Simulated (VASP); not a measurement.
Write the native input for VASP 6.6.1 that does the following.

```yaml
Task: relaxation of cell and atoms
Functional: PBE
Potentials_or_basis: VASP PAW PBE potentials, release 64 (Cu, I)
Cutoff: 600 eV
k_mesh: 8 × 8 × 8
Occupations: gaussian, width 0.03 eV
Spin: no spin polarisation
Further_INCAR_settings: ALGO = Normal; EDIFF = 1e-07; IBRION = 2; EDIFFG = -0.005; NSW = 90; ISIF = 3
```

The structure of CuI (Marshite) lies in POSCAR:

```
CuI                                     
1.0
    0.0000000000      3.0398286185      3.0398286185
    3.0398286185      0.0000000000      3.0398286185
    3.0398286185      3.0398286185      0.0000000000
  Cu              I             
     1     1
Direct
     0.2500000000000000    0.2500000000000000    0.2500000000000000
     0.0000000000000000    0.0000000000000000    0.0000000000000000
```

These files were run (other wordings do the same):

INCAR

```
PREC = Accurate
ENCUT = 600
EDIFF = 1E-7
ISMEAR = 0
SIGMA = 0.03
LREAL = F
LASPH = T
NELM = 80
ALGO = Normal
ISIF = 3
LWAVE = F
LCHARG = F
GGA = PE
IBRION = 2
NSW = 90
EDIFFG = -0.005
```

KPOINTS

```
Automatic mesh
0
Gamma
  8 8 8
```

Potentials or basis: VASP PAW PBE potentials, release 64 (Cu, I).

The run is started by

```console
$ cat potpaw_PBE.64/Cu/POTCAR potpaw_PBE.64/I/POTCAR > POTCAR
$ mpirun -np 1 vasp_std > vasp.out
```

It gave:

The pressure after relaxing is 0.0 GPa. The band gap on the k mesh is 1.12 eV, direct.

Caveat: the relaxation stopped at its first step, so nothing moved; spin-orbit coupling is left out, which moves the levels of the heavy elements.

Wall time 48 s on 1 thread of Intel(R) Xeon(R) Platinum 8375C CPU @ 2.90GHz (Ice Lake), with other jobs on the host, peak memory 0.21 GiB.
